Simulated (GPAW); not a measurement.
# Pb (P6_3/mmc) in GPAW: notebook

The runs below take Pb through single point, with PBEsol.

All numbers are computed with GPAW 26.7.0; they aren't measurements. Logs are shortened: lines on timing, memory, paths and dates and some standing lists are left out, and cuts for length are marked. The log counts tension as positive stress, the text compression.

**1. The crystal as given**

It takes space group P6_3/mmc (No. 194, hexagonal). Conventional cell: a = 3.341 Å, b = 3.341 Å, c = 5.366 Å, α = 90.00°, β = 90.00°, γ = 120.00°. Pb (site symmetry -6m2) is surrounded by 12 Pb at 3.30 to 3.34 Å.

This isn't the form of Pb at room conditions, which is fcc.

**2. Single point, PBEsol, 25.93 Å³/atom**

The input, run.py:

```python
from ase import Atoms
from ase.dft.bandgap import bandgap
from ase.io import write
from ase.units import GPa
from gpaw import GPAW, PW, setup_paths

setup_paths.insert(0, '.')

atoms = Atoms(['Pb', 'Pb'],
              cell=[[3.3408, 0.0, 0.0],
                    [-1.6704, 2.893217669, 0.0],
                    [0.0, 0.0, 5.3664]],
              scaled_positions=[[0.6666666667, 0.3333333333, 0.75],
                                [0.3333333333, 0.6666666667, 0.25]],
              pbc=True)

calc = GPAW(mode=PW(600),
            xc='PBEsol',
            kpts={'size': (9, 9, 5), 'gamma': True},
            occupations={'name': 'fermi-dirac', 'width': 0.05},
            nbands=24,
            convergence={'density': 1e-05, 'energy': 1e-05},
            maxiter=150,
            txt='gpaw.txt')
atoms.calc = calc
energy = atoms.get_potential_energy()
forces = atoms.get_forces()
stress = atoms.get_stress()
calc.write('gs.gpw')
write('result.traj', atoms)
print(f'Energy: {energy:.6f} eV')
print('Forces (eV/A):')
print(forces.round(4))
print('Stress (GPa):', (stress / GPa).round(3))
print('Fermi level:', round(calc.get_fermi_level(), 4), 'eV')
print(f'Gap: {bandgap(calc)[0]:.4f} eV, direct: {bandgap(calc, direct=True)[0]:.4f} eV')
```

Potentials or basis: PAW data sets generated in the run's folder for this functional, pw.

The run is started by

```
gpaw-setup -f PBEsol Pb
OMP_NUM_THREADS=1 python run.py
```

gpaw.txt:

```text
__  _  _
 | _ |_)|_||  |
 |__||  | ||/\| - 26.7.0

Input parameters:
  mode=PW(ecut=600.0),
  convergence={'density': 1e-05, 'energy': 1e-05},
  kpts=MonkhorstPack(size=(9, 9, 5), gamma=True),
  maxiter=150,
  nbands=24,
  occupations=Occupations(name='fermi-dirac', width=0.05),
  xc=XC(name='PBEsol')

Diagonalizing LCAO Hamiltonian
Converting LCAO to pw mode

           Pb

        Pb

Atoms  # Å, Bohr magnetons
|   | symbol |         x |        y |        z |    initial magnetic moments |
|---|--------|-----------|----------|----------|-----------------------------|
| 0 |     Pb |  1.670400 | 0.964406 | 4.024800 | ( 0.0000,  0.0000,  0.0000) |
| 1 |     Pb | -0.000000 | 1.928812 | 1.341600 | ( 0.0000,  0.0000,  0.0000) |

Unit cell  # Å
| periodic |         x |        y |        z |  lengths |     angles |
|----------|-----------|----------|----------|----------|------------|
|      yes |  3.340800 | 0.000000 | 0.000000 | 3.340800 |  90.000000 |
|      yes | -1.670400 | 2.893218 | 0.000000 | 3.340800 |  90.000000 |
|      yes |  0.000000 | 0.000000 | 5.366400 | 5.366400 | 120.000000 |

Number of symmetries: 12
Symmetry operations  # r_c * U_cc + t_c -> r_c
|    | kind |            matrix            |
|----|------|------------------------------|
|  0 |  σ   |  1, 1, 0,  0,-1, 0,  0, 0, 1 |
|  1 |  S6  |  1, 1, 0, -1, 0, 0,  0, 0,-1 |
|  2 |  E   |  1, 0, 0,  0, 1, 0,  0, 0, 1 |
|  3 |  C2  |  1, 0, 0, -1,-1, 0,  0, 0,-1 |
|  4 |  C2  |  0, 1, 0,  1, 0, 0,  0, 0,-1 |
|  5 |  C3  |  0, 1, 0, -1,-1, 0,  0, 0, 1 |
|  6 |  S6  |  0,-1, 0,  1, 1, 0,  0, 0,-1 |
|  7 |  σ   |  0,-1, 0, -1, 0, 0,  0, 0, 1 |
|  8 |  σ   | -1, 0, 0,  1, 1, 0,  0, 0, 1 |
|  9 |  i   | -1, 0, 0,  0,-1, 0,  0, 0,-1 |
| 10 |  C3  | -1,-1, 0,  1, 0, 0,  0, 0, 1 |
| 11 |  C2  | -1,-1, 0,  0, 1, 0,  0, 0,-1 |

BZ-sampling:
  Number of BZ points: 405
  Number of IBZ points: 50

  Monkhorst-Pack size: [9, 9, 5]
  Monkhorst-Pack shift: [0, 0, 0]

K-points  # in reciprocal-cell coordinates
|     |                                coordinates |     weight |
|-----|--------------------------------------------|------------|
|   0 | (  0.00000000,   0.00000000,   0.00000000) | 0.00246914 |
|   1 | (  0.00000000,   0.00000000,   0.20000000) | 0.00493827 |
|   2 | (  0.00000000,   0.00000000,   0.40000000) | 0.00493827 |
|   3 | (  0.11111111,   0.00000000,  -0.40000000) | 0.01481481 |
|   4 | (  0.11111111,   0.00000000,  -0.20000000) | 0.01481481 |
|   5 | (  0.11111111,   0.00000000,   0.00000000) | 0.01481481 |
|   6 | (  0.11111111,   0.00000000,   0.20000000) | 0.01481481 |
|   7 | (  0.11111111,   0.00000000,   0.40000000) | 0.01481481 |
|   8 | (  0.22222222,  -0.11111111,   0.00000000) | 0.01481481 |
|   9 | (  0.22222222,  -0.11111111,   0.20000000) | 0.02962963 |
| ... |                                            |            |
|  49 | (  0.44444444,   0.44444444,   0.40000000) | 0.02962963 |

Plane wave coefficients: 1761
Cutoff: 600.0 eV

Spin-components: 1 (collinear spins)
Bands:           24
Projectors:      12
Spin-degeneracy: 2
Datatype:        complex128

Parallelization:
  kpt:    1
  domain: 1
  band:   1

Density:
  Valence electrons: 28.0
  Components: 1
  Grid points: [20 20 32]
  Charge: 0.0  # |e|

Potential:
  Grid points: [20 20 32]

species:
  Pb:
    name:    Lead
    Z:       82.0
    valence: 14
    core:    68
    charge:  0.0  # [|e|]
    compensation charges:
      type: gauss
      rc: 0.38  # [Å]
      lmax: 2
    cutoffs:
      filter: 2.36  # [Å]
      core: 2.43  # [Å]
    projectors
    | kind |    occ | energy [eV] | rcut [Å] |
    |------|--------|-------------|----------|
    |   6s |  2.000 |     -12.024 |    1.259 |
    |   6p |  2.000 |      -3.525 |    1.275 |
    |   5d | 10.000 |     -21.194 |    1.217 |
    |    s |        |      15.187 |    1.259 |
    |    p |        |      23.686 |    1.275 |
    |    d |        |       6.017 |    1.217 |

    Using partial waves for Pb as LCAO basis

Reference energy: -1134245.988521  # eV

eigensolver:
  PPCG
  Converge bands: occupied
  niter=2

density mixing:
  MSR1-Mixer
  Pratt-step length: 0.05
  Maximum mixing coefficient: 0.75
  Old densities: 10
  SVD Regularization: 0.005
  Good broyden scale: 1.0
  Trust region scale: 1.0
  Backstep threshold: 4.0
  History deletion threshold: 6.0
  Fourier metric: weight=20.0, sigma=0.015

occupation numbers:
  Fermi-Dirac:
    width: 0.0500  # eV

poisson solver:
  ecut: 4800.0  # eV

xc functional:
  name: PBEsol with 2 nearest neighbor stencil

convergence criteria:
- Maximum integral of absolute [dens]ity change: 1e-05 electrons / valence electron
- Maximum [total energy] change in last 3 cyles: 1e-05 eV / valence electron
- Maximum integral of absolute [eigenst]ate change: 4e-08 eV^2 / valence electron
maximum number of iterations: 150

SCF iterations
|iter     | |      energy | eigst |  dens |
|---------|-|-------------|-------|-------|
|iter:   1| |   -8.301472 | +0.07 |       |
|iter:   2| |   -8.300741 | -2.12 | -1.74 |
|iter:   3| |   -8.258840 | -2.47 | -1.77 |
|iter:   4| |   -8.257686 | -3.36 | -2.28 |
|iter:   5| |   -8.257873 | -4.05 | -2.65 |
|iter:   6| |   -8.257880c| -5.97 | -3.76 |
|iter:   7| |   -8.257880c| -6.64 | -4.16 |
|iter:   8| |   -8.257881c| -7.08 | -4.49 |
|iter:   9| |   -8.257880c| -7.70c| -5.22c|

Converged in 9 steps
Energy contributions relative to reference atoms: (reference = -1134245.988521)

Energy contributions:
  Kinetic:          26.785707
  Coulomb:         -24.079158
  Zero:             -0.026634
  External:          0.000000
  Xc:              -10.933343
  Entropy:          -0.008906
  Spinorbit:         0.000000
  ----------------------------
  Free energy:      -8.262333
  Extrapolated:     -8.257880

dipole moment: (0.000002, 0.000004, 0.000008)  # |e|*Ang

Fermi level: 9.356
Eigenvalues  # (at kpt = [0.000, 0.000, 0.000])
| band index |      eig [eV] | occ [0-2] |
|------------|---------------|-----------|
|          0 |        -7.861 |     2.000 |
|        ... |               |           |
|          5 |        -7.712 |     2.000 |
|          6 |        -7.643 |     2.000 |
|          7 |        -7.643 |     2.000 |
|          8 |        -7.364 |     2.000 |
|          9 |        -7.364 |     2.000 |
|         10 |        -3.501 |     2.000 |
|         11 |         1.346 |     2.000 |
|         12 |         4.373 |     2.000 |
|         13 |        15.623 |     0.000 |
|         14 |        15.623 |     0.000 |
|         15 |        17.811 |     0.000 |
|         16 |        17.811 |     0.000 |
|         17 |        18.600 |     0.000 |
|         18 |        18.629 |     0.000 |
|         19 |        18.866 |     0.000 |
|         20 |        21.326 |     0.000 |
|        ... |               |           |
|         23 |        23.314 |     0.000 |

No gap
No difference between direct/indirect transitions

Forces  # eV/Ang
|        x |       y |        z |
|----------|---------|----------|
| -0.00000 | 0.00000 | -0.00004 |  # Pb   0
| -0.00000 | 0.00000 |  0.00004 |  # Pb   1

Stress tensor  # eV/Ang^3
|         x |         y |         z |
|-----------|-----------|-----------|
| -0.045482 |  0.000000 |  0.000000 |
|  0.000000 | -0.045482 |  0.000000 |
|  0.000000 |  0.000000 | -0.079091 |

# Writing to gs.gpw (mode='')
```

Run time: 24 s. Hardware: 1 thread of Intel Xeon Platinum 8488C (Sapphire Rapids), shared host; peak memory 0.19 GiB.

What came out:

* Free energy: -8.2623 eV
* Pressure: 9.1 GPa
* Band gap on the k mesh: none (metal or under the smearing width)

Caveat: the density grid can change from cell to cell, which puts small steps into energies and stress.

**3. Single point, PBEsol, 27.59 Å³/atom**

Changes to run.py since step 2:

```diff
@@ -9,5 +9,5 @@
 atoms = Atoms(['Pb', 'Pb'],
-              cell=[[3.3408, 0.0, 0.0],
-                    [-1.6704, 2.893217669, 0.0],
-                    [0.0, 0.0, 5.3664]],
+              cell=[[3.4104, 0.0, 0.0],
+                    [-1.7052, 2.9534930371, 0.0],
+                    [0.0, 0.0, 5.4782]],
               scaled_positions=[[0.6666666667, 0.3333333333, 0.75],
```

Potentials or basis: PAW data sets generated in the run's folder for this functional, pw.

The run is started by

```
gpaw-setup -f PBEsol Pb
OMP_NUM_THREADS=1 python run.py
```

It took 23 s on 1 thread of Intel Xeon Platinum 8488C (Sapphire Rapids), shared host; peak memory 0.19 GiB.

Results (log left out):

```yaml
Free_energy: -8.3980 eV
Pressure: 4.3 GPa
Band_gap_on_the_k_mesh: none (metal or under the smearing width)
```

Caveat: the density grid can change from cell to cell, which puts small steps into energies and stress.
